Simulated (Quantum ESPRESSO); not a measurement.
# C (P6_3/mmc) in Quantum ESPRESSO: a series of runs, part 3 of 3

Quantum ESPRESSO 7.5. Earlier steps stand in the parts before.

**5. Band structure, PBE**

The COD entry that gives the cell may itself be a prediction, so a difference from it is no test against experiment.

pw.in

```
&CONTROL
  calculation = 'scf'
  prefix = 'pwscf'
  outdir = './tmp'
  pseudo_dir = './pseudo'
  tprnfor = .true.
  tstress = .true.
  disk_io = 'low'
/
&SYSTEM
  ibrav = 0
  celldm(1) = 8
  nat = 8
  ntyp = 1
  ecutwfc = 88
  nbnd = 24
  occupations = 'smearing'
  smearing = 'fd'
  degauss = 0.00367493
/
&ELECTRONS
  conv_thr = 1.6d-09
  electron_maxstep = 120
  mixing_beta = 0.5
/
ATOMIC_SPECIES
C     12.0110 C_ONCV_PBE-1.2.upf
CELL_PARAMETERS alat
  0.5957597823648   0.0000000000000   0.0000000000000
 -0.2978798911824   0.5159431060846   0.0000000000000
  0.0000000000000   0.0000000000000   1.9457328826444
ATOMIC_POSITIONS crystal
C      0.6666666667    0.3333333333    0.8437500000
C      0.3333333333    0.6666666667    0.3437500000
C      0.6666666667    0.3333333333    0.6562500000
C      0.3333333333    0.6666666667    0.1562500000
C      0.0000000000    0.0000000000    0.9062500000
C      0.0000000000    0.0000000000    0.4062500000
C      0.0000000000    0.0000000000    0.5937500000
C      0.0000000000    0.0000000000    0.0937500000
K_POINTS automatic
12 12 4 0 0 0
```

bands.in

```
&CONTROL
  calculation = 'bands'
  prefix = 'pwscf'
  outdir = './tmp'
  pseudo_dir = './pseudo'
  disk_io = 'low'
  verbosity = 'high'
/
&SYSTEM
  ibrav = 0
  celldm(1) = 8
  nat = 8
  ntyp = 1
  ecutwfc = 88
  nbnd = 24
  occupations = 'smearing'
  smearing = 'fd'
  degauss = 0.00367493
/
&ELECTRONS
  conv_thr = 1d-08
  electron_maxstep = 120
  mixing_beta = 0.5
  diago_full_acc = .true.
  startingwfc = 'random'
/
ATOMIC_SPECIES
C     12.0110 C_ONCV_PBE-1.2.upf
CELL_PARAMETERS alat
  0.5957597823648   0.0000000000000   0.0000000000000
 -0.2978798911824   0.5159431060846   0.0000000000000
  0.0000000000000   0.0000000000000   1.9457328826444
ATOMIC_POSITIONS crystal
C      0.6666666667    0.3333333333    0.8437500000
C      0.3333333333    0.6666666667    0.3437500000
C      0.6666666667    0.3333333333    0.6562500000
C      0.3333333333    0.6666666667    0.1562500000
C      0.0000000000    0.0000000000    0.9062500000
C      0.0000000000    0.0000000000    0.4062500000
C      0.0000000000    0.0000000000    0.5937500000
C      0.0000000000    0.0000000000    0.0937500000
K_POINTS crystal
60
 0.0000000000  0.0000000000  0.0000000000 1
 0.0555555556  0.0000000000  0.0000000000 1
 0.1111111111  0.0000000000  0.0000000000 1
 0.1666666667  0.0000000000  0.0000000000 1
 0.2222222222  0.0000000000  0.0000000000 1
 0.2777777778  0.0000000000  0.0000000000 1
 0.3333333333  0.0000000000  0.0000000000 1
 0.3888888889  0.0000000000  0.0000000000 1
 0.4444444444  0.0000000000  0.0000000000 1
 0.5000000000  0.0000000000  0.0000000000 1
 0.4666666667  0.0666666667  0.0000000000 1
 0.4333333333  0.1333333333  0.0000000000 1
 0.4000000000  0.2000000000  0.0000000000 1
 0.3666666667  0.2666666667  0.0000000000 1
 0.3333333333  0.3333333333  0.0000000000 1
 0.3000000000  0.3000000000  0.0000000000 1
 0.2666666667  0.2666666667  0.0000000000 1
 0.2333333333  0.2333333333  0.0000000000 1
 0.2000000000  0.2000000000  0.0000000000 1
 0.1666666667  0.1666666667  0.0000000000 1
 0.1333333333  0.1333333333  0.0000000000 1
 0.1000000000  0.1000000000  0.0000000000 1
 0.0666666667  0.0666666667  0.0000000000 1
 0.0333333333  0.0333333333  0.0000000000 1
 0.0000000000  0.0000000000  0.0000000000 1
 0.0000000000  0.0000000000  0.2500000000 1
 0.0000000000  0.0000000000  0.5000000000 1
 0.0555555556  0.0000000000  0.5000000000 1
 0.1111111111  0.0000000000  0.5000000000 1
 0.1666666667  0.0000000000  0.5000000000 1
 0.2222222222  0.0000000000  0.5000000000 1
 0.2777777778  0.0000000000  0.5000000000 1
 0.3333333333  0.0000000000  0.5000000000 1
 0.3888888889  0.0000000000  0.5000000000 1
 0.4444444444  0.0000000000  0.5000000000 1
 0.5000000000  0.0000000000  0.5000000000 1
 0.4666666667  0.0666666667  0.5000000000 1
 0.4333333333  0.1333333333  0.5000000000 1
 0.4000000000  0.2000000000  0.5000000000 1
 0.3666666667  0.2666666667  0.5000000000 1
 0.3333333333  0.3333333333  0.5000000000 1
 0.3076923077  0.3076923077  0.5000000000 1
 0.2820512821  0.2820512821  0.5000000000 1
 0.2564102564  0.2564102564  0.5000000000 1
 0.2307692308  0.2307692308  0.5000000000 1
 0.2051282051  0.2051282051  0.5000000000 1
 0.1794871795  0.1794871795  0.5000000000 1
 0.1538461538  0.1538461538  0.5000000000 1
 0.1282051282  0.1282051282  0.5000000000 1
 0.1025641026  0.1025641026  0.5000000000 1
 0.0769230769  0.0769230769  0.5000000000 1
 0.0512820513  0.0512820513  0.5000000000 1
 0.0256410256  0.0256410256  0.5000000000 1
 0.0000000000  0.0000000000  0.5000000000 1
 0.5000000000  0.0000000000  0.5000000000 1
 0.5000000000  0.0000000000  0.2500000000 1
 0.5000000000  0.0000000000  0.0000000000 1
 0.3333333333  0.3333333333  0.0000000000 1
 0.3333333333  0.3333333333  0.2500000000 1
 0.3333333333  0.3333333333  0.5000000000 1
```

Potentials or basis: SG15 PBE 1.2.

Run with:

```
$ OMP_NUM_THREADS=1 pw.x -in pw.in > pw.out
$ OMP_NUM_THREADS=1 pw.x -in bands.in > bands.out
```

It took 3.5 min on 1 thread of Arm Neoverse V1, shared host; peak memory 0.14 GiB.

The run converged. Its results:

```
Free energy             : -1240.0594 eV
Pressure                : 0.9 GPa
Largest force           : 0.328 eV/Å
Band gap on the k mesh  : 4.46 eV, indirect (least direct gap 5.19 eV)
Band gap along the path : 4.47 eV, indirect (least direct gap 5.19 eV)
```

Forces on the atoms (eV/Å):
```
C    0.000  0.000  0.317
C    0.000  0.000  0.317
C    0.000  0.000 -0.317
C    0.000  0.000 -0.317
C    0.000  0.000  0.328
C    0.000  0.000  0.328
C    0.000  0.000 -0.328
C    0.000  0.000 -0.328
```

Stress tensor (GPa, compression positive):
```
-3.16  0.00  0.00
 0.00 -3.16  0.00
 0.00  0.00  9.11
```

Levels at the corners of the path, in eV from the valence-band top:
| point | band 13 | band 14 | band 15 | band 16 | band 17 | band 18 | band 19 | band 20 |
| --- | --- | --- | --- | --- | --- | --- | --- | --- |
| Γ | -1.74 | -0.22 | 0.00 | 0.00 | 5.19 | 5.19 | 5.72 | 7.01 |
| M | -5.00 | -4.54 | -3.70 | -2.93 | 4.51 | 5.65 | 5.90 | 6.06 |
| K | -7.12 | -5.65 | -5.65 | -4.02 | 6.31 | 6.31 | 7.94 | 8.49 |
| Γ | -1.74 | -0.22 | 0.00 | 0.00 | 5.19 | 5.19 | 5.72 | 7.01 |
| A | -0.68 | -0.68 | -0.68 | -0.68 | 5.98 | 5.98 | 5.98 | 5.98 |
| L | -4.71 | -4.71 | -3.65 | -3.65 | 4.87 | 4.87 | 7.15 | 7.15 |
| H | -5.35 | -5.35 | -5.09 | -5.09 | 5.27 | 5.27 | 9.80 | 9.80 |
| A | -0.68 | -0.68 | -0.68 | -0.68 | 5.98 | 5.98 | 5.98 | 5.98 |
| L | -4.71 | -4.71 | -3.65 | -3.65 | 4.87 | 4.87 | 7.15 | 7.15 |
| M | -5.00 | -4.54 | -3.70 | -2.93 | 4.51 | 5.65 | 5.90 | 6.06 |
| K | -7.12 | -5.65 | -5.65 | -4.02 | 6.31 | 6.31 | 7.94 | 8.49 |
| H | -5.35 | -5.35 | -5.09 | -5.09 | 5.27 | 5.27 | 9.80 | 9.80 |

Caveat: some levels on the path didn't converge. Expect the measured gap to be larger: semilocal functionals such as PBE lack the derivative discontinuity.

**6. Band structure, PBE**

pw.in, as its differences from that of step 5:

```diff
@@ -26,3 +26,3 @@
 ATOMIC_SPECIES
-C     12.0110 C_ONCV_PBE-1.2.upf
+C     12.0110 06_C_4_1.2_1.2_pbe_n_v1.0.upf
 CELL_PARAMETERS alat
```

pp_density.in

```
&INPUTPP
  prefix = 'pwscf'
  outdir = './tmp'
  filplot = 'density.dat'
  plot_num = 0
/
&PLOT
  nfile = 1
  filepp(1) = 'density.dat'
  iflag = 3
  output_format = 6
  fileout = 'density.cube'
/
```

pp_potential.in

```
&INPUTPP
  prefix = 'pwscf'
  outdir = './tmp'
  filplot = 'potential.dat'
  plot_num = 11
/
&PLOT
  nfile = 1
  filepp(1) = 'potential.dat'
  iflag = 3
  output_format = 6
  fileout = 'potential.cube'
/
```

pp_elf.in

```
&INPUTPP
  prefix = 'pwscf'
  outdir = './tmp'
  filplot = 'elf.dat'
  plot_num = 8
/
&PLOT
  nfile = 1
  filepp(1) = 'elf.dat'
  iflag = 3
  output_format = 6
  fileout = 'elf.cube'
/
```

bands.in, as its differences from that of step 5:

```diff
@@ -27,3 +27,3 @@
 ATOMIC_SPECIES
-C     12.0110 C_ONCV_PBE-1.2.upf
+C     12.0110 06_C_4_1.2_1.2_pbe_n_v1.0.upf
 CELL_PARAMETERS alat
```

Potentials or basis: SPMS 1.0 PBE.

Run with:

```
$ OMP_NUM_THREADS=1 pw.x -in pw.in > pw.out
$ OMP_NUM_THREADS=1 pp.x -in pp_density.in > pp_density.out
$ OMP_NUM_THREADS=1 pp.x -in pp_potential.in > pp_potential.out
$ OMP_NUM_THREADS=1 pp.x -in pp_elf.in > pp_elf.out
$ OMP_NUM_THREADS=1 pw.x -in bands.in > bands.out
```

It took 3.6 min on 1 thread of Arm Neoverse V1, shared host; peak memory 0.15 GiB.

The run converged. Its results:

```yaml
Free_energy: -1310.1995 eV
Pressure: 2.6 GPa
Largest_force: 0.329 eV/Å
Band_gap_on_the_k_mesh: 4.47 eV, indirect (least direct gap 5.22 eV)
Band_gap_along_the_path: 4.48 eV, indirect (least direct gap 5.22 eV)
```

Forces in eV/Å, atoms in the order of the input:
```
C    0.000  0.000  0.317
C    0.000  0.000  0.317
C    0.000  0.000 -0.317
C    0.000  0.000 -0.317
C    0.000  0.000  0.329
C    0.000  0.000  0.329
C    0.000  0.000 -0.329
C    0.000  0.000 -0.329
```

Stress tensor (GPa, compression positive):
```
-1.53  0.00  0.00
 0.00 -1.53  0.00
 0.00  0.00 10.77
```

Levels at the corners of the path, in eV from the valence-band top:
| point | band 14 | band 15 | band 16 | band 17 | band 18 | band 19 |
| --- | --- | --- | --- | --- | --- | --- |
| Γ | -0.22 | 0.00 | 0.00 | 5.22 | 5.22 | 5.74 |
| M | -4.56 | -3.71 | -2.94 | 4.52 | 5.66 | 5.92 |
| K | -5.67 | -5.67 | -4.04 | 6.33 | 6.33 | 7.97 |
| Γ | -0.22 | 0.00 | 0.00 | 5.22 | 5.22 | 5.74 |
| A | -0.68 | -0.68 | -0.68 | 6.01 | 6.01 | 6.01 |
| L | -4.73 | -3.67 | -3.67 | 4.88 | 4.88 | 7.17 |
| H | -5.37 | -5.11 | -5.11 | 5.29 | 5.29 | 9.83 |
| A | -0.68 | -0.68 | -0.68 | 6.01 | 6.01 | 6.01 |
| L | -4.73 | -3.67 | -3.67 | 4.88 | 4.88 | 7.17 |
| M | -4.56 | -3.71 | -2.94 | 4.52 | 5.66 | 5.92 |
| K | -5.67 | -5.67 | -4.04 | 6.33 | 6.33 | 7.97 |
| H | -5.37 | -5.11 | -5.11 | 5.29 | 5.29 | 9.83 |

Caveat: some levels on the path didn't converge. Expect the measured gap to be larger: semilocal functionals such as PBE lack the derivative discontinuity.

**7. Band structure, PBE**

pw.in, as its differences from that of step 6:

```diff
@@ -14,3 +14,4 @@
   ntyp = 1
-  ecutwfc = 88
+  ecutwfc = 55
+  ecutrho = 440
   nbnd = 24
@@ -26,3 +27,3 @@
 ATOMIC_SPECIES
-C     12.0110 06_C_4_1.2_1.2_pbe_n_v1.0.upf
+C     12.0110 C.pbe-n-kjpaw_psl.1.0.0.UPF
 CELL_PARAMETERS alat
```

bands.in, as its differences from that of step 6:

```diff
@@ -13,3 +13,4 @@
   ntyp = 1
-  ecutwfc = 88
+  ecutwfc = 55
+  ecutrho = 440
   nbnd = 24
@@ -27,3 +28,3 @@
 ATOMIC_SPECIES
-C     12.0110 06_C_4_1.2_1.2_pbe_n_v1.0.upf
+C     12.0110 C.pbe-n-kjpaw_psl.1.0.0.UPF
 CELL_PARAMETERS alat
```

Potentials or basis: SSSP 1.3 efficiency PBE.

Run with:

```
$ OMP_NUM_THREADS=1 pw.x -in pw.in > pw.out
$ OMP_NUM_THREADS=1 pw.x -in bands.in > bands.out
```

pw.out:

```text
This program is part of the open-source Quantum ESPRESSO suite
     for quantum simulation of materials; please cite
         "P. Giannozzi et al., J. Phys.:Condens. Matter 21 395502 (2009);
         "P. Giannozzi et al., J. Phys.:Condens. Matter 29 465901 (2017);
         "P. Giannozzi et al., J. Chem. Phys. 152 154105 (2020);
     in publications or presentations arising from this work. More details at

     file C.pbe-n-kjpaw_psl.1.0.0.UPF: wavefunction(s)  2S 2P renormalized
     Message from routine setup:
     using ibrav=0 with symmetry is DISCOURAGED, use correct ibrav instead

     G-vector sticks info
     --------------------
     sticks:   dense  smooth     PW     G-vecs:    dense   smooth      PW
     Sum         685     349    109                47623    16909    3029

     Using Slab Decomposition

     bravais-lattice index     =            0
[... 535 lines left out ...]

!    total energy              =    -147.46237352 Ry
     total all-electron energy =      -609.575156 Ry
     estimated scf accuracy    <          5.0E-10 Ry
     smearing contrib. (-TS)   =       0.00000000 Ry
     internal energy E=F+TS    =    -147.46237352 Ry

     The total energy is F=E-TS. E is the sum of the following terms:
     one-electron contribution =      33.74219094 Ry
     hartree contribution      =       7.82801084 Ry
     xc contribution           =     -37.50643191 Ry
     ewald contribution        =    -102.22267716 Ry
     one-center paw contrib.   =     -49.30346623 Ry

     convergence has been achieved in   9 iterations

     Forces acting on atoms (cartesian axes, Ry/au):

     atom    1 type  1   force =     0.00000000   -0.00000000    0.01238267
     atom    2 type  1   force =    -0.00000000   -0.00000000    0.01238267
     atom    3 type  1   force =     0.00000000    0.00000000   -0.01238267
     atom    4 type  1   force =     0.00000000    0.00000000   -0.01238267
     atom    5 type  1   force =     0.00000000    0.00000000    0.01283808
     atom    6 type  1   force =     0.00000000   -0.00000000    0.01283808
     atom    7 type  1   force =     0.00000000    0.00000000   -0.01283808
     atom    8 type  1   force =    -0.00000000   -0.00000000   -0.01283808

     Total force =     0.035673     Total SCF correction =     0.000040

     Computing stress (Cartesian axis) and pressure

          total   stress  (Ry/bohr**3)                   (kbar)     P=       24.25
  -0.00011378   0.00000000   0.00000000          -16.74        0.00        0.00
   0.00000000  -0.00011378   0.00000000            0.00      -16.74        0.00
   0.00000000   0.00000000   0.00072207            0.00        0.00      106.22

=------------------------------------------------------------------------------=
   JOB DONE.
=------------------------------------------------------------------------------=
```

Run time: 1.8 min. Hardware: 1 thread of Arm Neoverse V1, shared host; peak memory 0.13 GiB.

Results:

| Property | Result |
| --- | --- |
| Free energy | -2006.3278 eV |
| Pressure | 2.4 GPa |
| Largest force | 0.330 eV/Å |
| Band gap on the k mesh | 4.43 eV, indirect (least direct gap 5.20 eV) |
| Band gap along the path | 4.44 eV, indirect (least direct gap 5.20 eV) |

Forces on the atoms (eV/Å):
```
C    0.000  0.000  0.318
C    0.000  0.000  0.318
C    0.000  0.000 -0.318
C    0.000  0.000 -0.318
C    0.000  0.000  0.330
C    0.000  0.000  0.330
C    0.000  0.000 -0.330
C    0.000  0.000 -0.330
```

Stress tensor (GPa, compression positive):
```
-1.67  0.00  0.00
 0.00 -1.67  0.00
 0.00  0.00 10.62
```

Levels at the corners of the path, in eV from the valence-band top:
| point | band 14 | band 15 | band 16 | band 17 | band 18 | band 19 |
| --- | --- | --- | --- | --- | --- | --- |
| Γ | -0.22 | 0.00 | 0.00 | 5.20 | 5.20 | 5.72 |
| M | -4.55 | -3.70 | -2.93 | 4.48 | 5.62 | 5.87 |
| K | -5.66 | -5.66 | -4.03 | 6.29 | 6.29 | 7.92 |
| Γ | -0.22 | 0.00 | 0.00 | 5.20 | 5.20 | 5.72 |
| A | -0.68 | -0.68 | -0.68 | 5.99 | 5.99 | 5.99 |
| L | -4.72 | -3.66 | -3.66 | 4.83 | 4.83 | 7.12 |
| H | -5.36 | -5.10 | -5.10 | 5.24 | 5.24 | 9.79 |
| A | -0.68 | -0.68 | -0.68 | 5.99 | 5.99 | 5.99 |
| L | -4.72 | -3.66 | -3.66 | 4.83 | 4.83 | 7.12 |
| M | -4.55 | -3.70 | -2.93 | 4.48 | 5.62 | 5.87 |
| K | -5.66 | -5.66 | -4.03 | 6.29 | 6.29 | 7.92 |
| H | -5.36 | -5.10 | -5.10 | 5.24 | 5.24 | 9.79 |

Caveat: some levels on the path didn't converge.

**8. Overview**

| potentials or basis | cutoff (eV) | gap on the mesh (eV) | pressure (GPa) | largest force (eV/Å) |
| --- | --- | --- | --- | --- |
| PseudoDojo 0.4.1 SR PBE standard | 1116 | 4.47 | 2.3 | 0.33 |
| PseudoDojo 0.5 SR PBE standard | 1116 | 4.47 | 2.3 | 0.33 |
| PseudoDojo 0.5 SR PBE stringent | 1116 | 4.47 | 2.3 | 0.33 |
| SG15 PBE 1.2 | 1197 | 4.46 | 0.9 | 0.33 |
| SPMS 1.0 PBE | 1197 | 4.47 | 2.6 | 0.33 |
| SSSP 1.3 efficiency PBE | 748 | 4.43 | 2.4 | 0.33 |

Alike in all rows: task band structure; level PBE; no spin polarisation; cell as given; k mesh 12 × 12 × 4; smearing fermi-dirac 0.05 eV.

Caveats: some levels on the path didn't converge.

Total energies depend on the potentials used, so only differences within one code and one set of settings carry meaning.
